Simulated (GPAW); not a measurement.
# PbSe (Pm-3m) in GPAW: reference runs

How does PbSe come out in PBE? The cell is run as given.

Everything below comes from runs of GPAW 26.7.0. Logs are shortened: lines on timing, memory, paths and dates and some standing lists are left out, and cuts for length are marked. The log counts tension as positive stress, the text compression.

## Step 1: Starting point

The structure is cubic, space group Pm-3m (No. 221). Conventional cell: a = 3.784 Å, b = 3.784 Å, c = 3.784 Å, α = 90.00°, β = 90.00°, γ = 90.00°. Pb (site symmetry m-3m) has 8 Se at 3.28 Å as nearest neighbours. Around Se (site symmetry m-3m) lie 8 Pb at 3.28 Å.

Measurements of this composition are mostly on another form, of space group No. 225.

## Step 2: Single point, PBE

Input file run.py:

```python
from ase import Atoms
from ase.dft.bandgap import bandgap
from ase.io import write
from ase.units import Bohr, GPa
from gpaw import GPAW, PW
from gpaw.elf import elf_from_dft_calculation

atoms = Atoms(['Pb', 'Se'],
              cell=[[3.784322, 0.0, 0.0],
                    [0.0, 3.784322, 0.0],
                    [0.0, 0.0, 3.784322]],
              scaled_positions=[[0.0, 0.0, 0.0],
                                [0.5, 0.5, 0.5]],
              pbc=True)

calc = GPAW(mode=PW(600),
            xc='PBE',
            kpts={'size': (7, 7, 7), 'gamma': True},
            occupations={'name': 'fermi-dirac', 'width': 0.05},
            nbands=19,
            convergence={'density': 1e-05, 'energy': 1e-05},
            maxiter=150,
            txt='gpaw.txt')
atoms.calc = calc
energy = atoms.get_potential_energy()
forces = atoms.get_forces()
stress = atoms.get_stress()
calc.write('gs.gpw')
write('result.traj', atoms)
print(f'Energy: {energy:.6f} eV')
print('Forces (eV/A):')
print(forces.round(4))
print('Stress (GPa):', (stress / GPa).round(3))
print('Fermi level:', round(calc.get_fermi_level(), 4), 'eV')
print(f'Gap: {bandgap(calc)[0]:.4f} eV, direct: {bandgap(calc, direct=True)[0]:.4f} eV')

# fields on the real-space grid
write('density.cube', atoms, data=calc.get_pseudo_density() * Bohr**3)
write('potential.cube', atoms, data=calc.get_electrostatic_potential())
write('elf.cube', atoms, data=elf_from_dft_calculation(calc).data)
```

Potentials or basis: GPAW PAW data sets (gpaw-data 1.2.1), pw.

Command:

```bash
> OMP_NUM_THREADS=1 python run.py
```

gpaw.txt:

```text
__  _  _
 | _ |_)|_||  |
 |__||  | ||/\| - 26.7.0

Input parameters:
  mode=PW(ecut=600.0),
  convergence={'density': 1e-05, 'energy': 1e-05},
  kpts=MonkhorstPack(size=(7, 7, 7), gamma=True),
  maxiter=150,
  nbands=19,
  occupations=Occupations(name='fermi-dirac', width=0.05),
  xc=XC(name='PBE')

Diagonalizing LCAO Hamiltonian
Converting LCAO to pw mode
   .--------.
  /|        |
 * |        |
 | |   Se   |
 | |        |
 | .--------.
 |/        /
 Pb-------*

Atoms  # Å, Bohr magnetons
|   | symbol |        x |        y |        z |    initial magnetic moments |
|---|--------|----------|----------|----------|-----------------------------|
| 0 |     Pb | 0.000000 | 0.000000 | 0.000000 | ( 0.0000,  0.0000,  0.0000) |
| 1 |     Se | 1.892161 | 1.892161 | 1.892161 | ( 0.0000,  0.0000,  0.0000) |

Unit cell  # Å
| periodic |        x |        y |        z |  lengths |    angles |
|----------|----------|----------|----------|----------|-----------|
|      yes | 3.784322 | 0.000000 | 0.000000 | 3.784322 | 90.000000 |
|      yes | 0.000000 | 3.784322 | 0.000000 | 3.784322 | 90.000000 |
|      yes | 0.000000 | 0.000000 | 3.784322 | 3.784322 | 90.000000 |

Number of symmetries: 48
Symmetry operations  # r_c * U_cc + t_c -> r_c
|    | kind |            matrix            |
|----|------|------------------------------|
|  0 |  E   |  1, 0, 0,  0, 1, 0,  0, 0, 1 |
|  1 |  σ   |  1, 0, 0,  0, 1, 0,  0, 0,-1 |
|  2 |  σ   |  1, 0, 0,  0, 0, 1,  0, 1, 0 |
|  3 |  C4  |  1, 0, 0,  0, 0, 1,  0,-1, 0 |
|  4 |  C4  |  1, 0, 0,  0, 0,-1,  0, 1, 0 |
|  5 |  σ   |  1, 0, 0,  0, 0,-1,  0,-1, 0 |
|  6 |  σ   |  1, 0, 0,  0,-1, 0,  0, 0, 1 |
|  7 |  C2  |  1, 0, 0,  0,-1, 0,  0, 0,-1 |
|  8 |  σ   |  0, 1, 0,  1, 0, 0,  0, 0, 1 |
|  9 |  C2  |  0, 1, 0,  1, 0, 0,  0, 0,-1 |
| 10 |  C3  |  0, 1, 0,  0, 0, 1,  1, 0, 0 |
| 11 |  S6  |  0, 1, 0,  0, 0, 1, -1, 0, 0 |
| 12 |  S6  |  0, 1, 0,  0, 0,-1,  1, 0, 0 |
| 13 |  C3  |  0, 1, 0,  0, 0,-1, -1, 0, 0 |
| 14 |  C4  |  0, 1, 0, -1, 0, 0,  0, 0, 1 |
| 15 |  S4  |  0, 1, 0, -1, 0, 0,  0, 0,-1 |
| 16 |  C3  |  0, 0, 1,  1, 0, 0,  0, 1, 0 |
| 17 |  S6  |  0, 0, 1,  1, 0, 0,  0,-1, 0 |
| 18 |  σ   |  0, 0, 1,  0, 1, 0,  1, 0, 0 |
| 19 |  C4  |  0, 0, 1,  0, 1, 0, -1, 0, 0 |
| 20 |  C2  |  0, 0, 1,  0,-1, 0,  1, 0, 0 |
| 21 |  S4  |  0, 0, 1,  0,-1, 0, -1, 0, 0 |
| 22 |  S6  |  0, 0, 1, -1, 0, 0,  0, 1, 0 |
| 23 |  C3  |  0, 0, 1, -1, 0, 0,  0,-1, 0 |
| 24 |  S6  |  0, 0,-1,  1, 0, 0,  0, 1, 0 |
| 25 |  C3  |  0, 0,-1,  1, 0, 0,  0,-1, 0 |
| 26 |  C4  |  0, 0,-1,  0, 1, 0,  1, 0, 0 |
| 27 |  σ   |  0, 0,-1,  0, 1, 0, -1, 0, 0 |
| 28 |  S4  |  0, 0,-1,  0,-1, 0,  1, 0, 0 |
| 29 |  C2  |  0, 0,-1,  0,-1, 0, -1, 0, 0 |
| 30 |  C3  |  0, 0,-1, -1, 0, 0,  0, 1, 0 |
| 31 |  S6  |  0, 0,-1, -1, 0, 0,  0,-1, 0 |
| 32 |  C4  |  0,-1, 0,  1, 0, 0,  0, 0, 1 |
| 33 |  S4  |  0,-1, 0,  1, 0, 0,  0, 0,-1 |
| 34 |  S6  |  0,-1, 0,  0, 0, 1,  1, 0, 0 |
| 35 |  C3  |  0,-1, 0,  0, 0, 1, -1, 0, 0 |
| 36 |  C3  |  0,-1, 0,  0, 0,-1,  1, 0, 0 |
| 37 |  S6  |  0,-1, 0,  0, 0,-1, -1, 0, 0 |
| 38 |  σ   |  0,-1, 0, -1, 0, 0,  0, 0, 1 |
| 39 |  C2  |  0,-1, 0, -1, 0, 0,  0, 0,-1 |
| 40 |  σ   | -1, 0, 0,  0, 1, 0,  0, 0, 1 |
| 41 |  C2  | -1, 0, 0,  0, 1, 0,  0, 0,-1 |
| 42 |  C2  | -1, 0, 0,  0, 0, 1,  0, 1, 0 |
| 43 |  S4  | -1, 0, 0,  0, 0, 1,  0,-1, 0 |
| 44 |  S4  | -1, 0, 0,  0, 0,-1,  0, 1, 0 |
| 45 |  C2  | -1, 0, 0,  0, 0,-1,  0,-1, 0 |
| 46 |  C2  | -1, 0, 0,  0,-1, 0,  0, 0, 1 |
| 47 |  i   | -1, 0, 0,  0,-1, 0,  0, 0,-1 |

BZ-sampling:
  Number of BZ points: 343
  Number of IBZ points: 20

  Monkhorst-Pack size: [7, 7, 7]
  Monkhorst-Pack shift: [0, 0, 0]

K-points  # in reciprocal-cell coordinates
|     |                                coordinates |     weight |
|-----|--------------------------------------------|------------|
|   0 | (  0.00000000,   0.00000000,   0.00000000) | 0.00291545 |
|   1 | (  0.14285714,   0.00000000,   0.00000000) | 0.01749271 |
|   2 | (  0.14285714,   0.14285714,   0.00000000) | 0.03498542 |
|   3 | (  0.14285714,   0.14285714,   0.14285714) | 0.02332362 |
|   4 | (  0.28571429,   0.00000000,   0.00000000) | 0.01749271 |
|   5 | (  0.28571429,   0.14285714,   0.00000000) | 0.06997085 |
|   6 | (  0.28571429,   0.14285714,   0.14285714) | 0.06997085 |
|   7 | (  0.28571429,   0.28571429,   0.00000000) | 0.03498542 |
|   8 | (  0.28571429,   0.28571429,   0.14285714) | 0.06997085 |
|   9 | (  0.28571429,   0.28571429,   0.28571429) | 0.02332362 |
| ... |                                            |            |
|  19 | (  0.42857143,   0.42857143,   0.42857143) | 0.02332362 |

Plane wave coefficients: 1839
Cutoff: 600.0 eV

Spin-components: 1 (collinear spins)
Bands:           19
Projectors:      11
Spin-degeneracy: 2
Datatype:        complex128

Parallelization:
  kpt:    1
  domain: 1
  band:   1

Density:
  Valence electrons: 20.0
  Components: 1
  Grid points: [24 24 24]
  Charge: 0.0  # |e|

Potential:
  Grid points: [24 24 24]

species:
  Pb:
    name:    Lead
    Z:       82.0
    valence: 14
    core:    68
    charge:  0.0  # [|e|]
    compensation charges:
      type: gauss
      rc: 0.38  # [Å]
      lmax: 2
    cutoffs:
      filter: 2.36  # [Å]
      core: 2.43  # [Å]
    projectors
    | kind |    occ | energy [eV] | rcut [Å] |
    |------|--------|-------------|----------|
    |   6s |  2.000 |     -11.969 |    1.259 |
    |   6p |  2.000 |      -3.506 |    1.275 |
    |   5d | 10.000 |     -21.211 |    1.217 |
    |    s |        |      15.243 |    1.259 |
    |    p |        |      23.705 |    1.275 |
    |    d |        |       6.001 |    1.217 |

    Using partial waves for Pb as LCAO basis

  Se:
    name:    Selenium
    Z:       34.0
    valence: 6
    core:    28
    charge:  0.0  # [|e|]
    compensation charges:
      type: gauss
      rc: 0.27  # [Å]
      lmax: 2
    cutoffs:
      filter: 1.77  # [Å]
      core: 2.67  # [Å]
    projectors
    | kind |    occ | energy [eV] | rcut [Å] |
    |------|--------|-------------|----------|
    |   4s |  2.000 |     -17.277 |    0.847 |
    |   4p |  4.000 |      -6.512 |    1.005 |
    |    s |        |       9.935 |    0.847 |
    |    p |        |      20.699 |    1.005 |
    |    d |        |       0.000 |    0.847 |

    Using partial waves for Se as LCAO basis

Reference energy: -633377.995495  # eV

eigensolver:
  PPCG
  Converge bands: occupied
  niter=2

density mixing:
  MSR1-Mixer
  Pratt-step length: 0.05
  Maximum mixing coefficient: 0.75
  Old densities: 10
  SVD Regularization: 0.005
  Good broyden scale: 1.0
  Trust region scale: 1.0
  Backstep threshold: 4.0
  History deletion threshold: 6.0
  Fourier metric: weight=20.0, sigma=0.015

occupation numbers:
  Fermi-Dirac:
    width: 0.0500  # eV

poisson solver:
  ecut: 4800.0  # eV

xc functional:
  name: PBE with 2 nearest neighbor stencil

convergence criteria:
[... 6 lines left out ...]
|iter     | |      energy | eigst |  dens |
|---------|-|-------------|-------|-------|
|iter:   1| |   -8.356456 | -0.27 |       |
|iter:   2| |   -8.249570 | -2.19 | -1.18 |
|iter:   3| |   -7.937942 | -1.74 | -1.23 |
|iter:   4| |   -7.931739 | -3.60 | -1.90 |
|iter:   5| |   -7.931693 | -4.17 | -2.22 |
|iter:   6| |   -7.931697c| -5.53 | -3.21 |
|iter:   7| |   -7.931702c| -6.32 | -3.60 |
|iter:   8| |   -7.931701c| -7.67c| -4.54 |
|iter:   9| |   -7.931701c| -7.49c| -4.92 |
|iter:  10| |   -7.931701c| -8.25c| -5.79c|

Converged in 10 steps
Energy contributions relative to reference atoms: (reference = -633377.995495)

Energy contributions:
  Kinetic:          14.778289
  Coulomb:         -15.242387
  Zero:             -0.065260
  External:          0.000000
  Xc:               -7.396975
  Entropy:          -0.010735
  Spinorbit:         0.000000
  ----------------------------
  Free energy:      -7.937069
  Extrapolated:     -7.931701

dipole moment: (-15.979983, -15.979983, -15.979983)  # |e|*Ang

Fermi level: 6.398
Eigenvalues  # (at kpt = [0.000, 0.000, 0.000])
| band index |      eig [eV] | occ [0-2] |
|------------|---------------|-----------|
|          0 |       -10.486 |     2.000 |
|        ... |               |           |
|          2 |       -10.343 |     2.000 |
|          3 |       -10.343 |     2.000 |
|          4 |       -10.343 |     2.000 |
|          5 |        -6.760 |     2.000 |
|          6 |        -0.562 |     2.000 |
|          7 |         4.932 |     2.000 |
[... 9 lines left out ...]
|         17 |        19.258 |     0.000 |
|         18 |        19.258 |     0.000 |

No gap
No difference between direct/indirect transitions

Forces  # eV/Ang
|       x |       y |       z |
|---------|---------|---------|
| 0.00000 | 0.00000 | 0.00000 |  # Pb   0
| 0.00000 | 0.00000 | 0.00000 |  # Se   1

Stress tensor  # eV/Ang^3
|         x |         y |        z |
|-----------|-----------|----------|
|  0.002255 | -0.000000 | 0.000000 |
| -0.000000 |  0.002255 | 0.000000 |
|  0.000000 |  0.000000 | 0.002255 |

# Writing to gs.gpw (mode='')
```

Run time: 12 s. Hardware: 1 thread of Arm Neoverse V2, shared host; peak memory 0.16 GiB.

What came out:

```
Free energy            : -7.9371 eV
Pressure               : -0.4 GPa
Band gap on the k mesh : none (metal or under the smearing width)
```

Levels at points of the mesh, in eV from the Fermi level:
```csv
k point,band 7,band 8,band 9,band 10,band 11,band 12,band 13,band 14
"(0.00, 0.00, 0.00)",-6.96,-1.47,-1.47,-1.47,5.17,5.17,6.07,6.07
```
